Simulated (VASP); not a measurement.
Crystal: BaTiO3.

```xyz
5
Lattice="3.9998 0.0000 0.0000 0.0000 3.9998 0.0000 0.0000 0.0000 4.0180" Properties=species:S:1:pos:R:3 pbc="T T T"
Ba    0.0000    0.0000    0.0000
Ti    1.9999    1.9999    1.9688
O     0.0000    1.9999    2.0773
O     1.9999    0.0000    2.0773
O     1.9999    1.9999    0.0763
```

```yaml
Program: VASP 6.6.1
Task: relaxation of cell and atoms
Functional: PBEsol
Potentials_or_basis: VASP PAW PBE potentials, release 64 (Ba_sv, Ti_sv, O)
Cutoff: 600 eV
k_mesh: 7 × 7 × 7
Occupations: fermi-dirac, width 0.05 eV
Spin: no spin polarisation
```

At the start: pressure -2.2 GPa; volume 12.86 Å³/atom.

Task: Where does the relaxation end?

Result: Over 13 steps the energy falls by 3.0 meV/atom and the volume is 12.79 Å³/atom (-0.5 %); space group P4mm (No. 99, to 0.05 Å).

The path:
```
step  energy change (eV)  largest force (eV/Å)  pressure (GPa)  volume (Å³)
   1              0.0000                0.3266           -2.18        64.28
   2             -0.0028                0.0390            2.70        62.67
   3             -0.0086                0.1446            0.45        63.39
   4             -0.0112                0.0861            0.31        63.51
   5             -0.0125                0.0972            0.09        63.79
   6             -0.0127                0.0941            0.11        63.71
   7             -0.0137                0.0544           -0.07        63.84
   8             -0.0141                0.0693           -0.38        64.05
   9             -0.0145                0.0620            0.06        63.93
  10             -0.0145                0.0623            0.07        63.93
  11             -0.0147                0.0370            0.05        63.95
  12             -0.0148                0.0291            0.02        63.96
  13             -0.0149                0.0060            0.02        63.97
```

Final structure:
```
CELL_PARAMETERS angstrom
3.96647 0.00000 0.00000
0.00000 3.96647 0.00000
0.00000 0.00000 4.06614
ATOMIC_POSITIONS crystal
Ba 0.00000 0.00000 0.99867
Ti 0.50000 0.50000 0.48202
O 0.00000 0.50000 0.51665
O 0.50000 0.00000 0.51665
O 0.50000 0.50000 0.02901
```

Caveat: the PAW data sets were made with another functional, which shifts forces and pressure a little.
